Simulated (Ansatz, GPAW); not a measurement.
MgS: programs and potentials compared

```
S Mg
1.0
     0.00000    2.60165    2.60165
     2.60165    0.00000    2.60165
     2.60165    2.60165    0.00000
S Mg
1 1
Direct
  0.50000 0.50000 0.50000
  0.00000 0.00000 0.00000
```

Alike in all runs: task single point; functional PBEsol; k mesh 9 × 9 × 9; occupations gaussian, width 0.02 eV; no spin polarisation; no spin-orbit coupling. Pressure is positive in compression and, in plane waves, holds the error of the finite cutoff, which Ansatz's Pulay term estimates and takes out.

```csv
program and potentials,plane-wave cutoff (eV),notes,pressure (GPa)
"Ansatz, Ansatz PAW",420,"potentials made for PBE, which Ansatz adapts in part",-0.94
"GPAW, PAW data sets generated for this functional",800,-,-0.90
"Ansatz, all-electron LAPW, scalar-relativistic",-,-,-0.96
```

The pressure spans -0.96 (Ansatz, all-electron LAPW, scalar-relativistic) to -0.90 GPa (GPAW, PAW data sets generated for this functional), with all-electron results at -0.96.

Differences between rows come from potentials, basis sets and numerical settings, since the functional is the same but for its coding. Runs on potential files found faulty are left out.
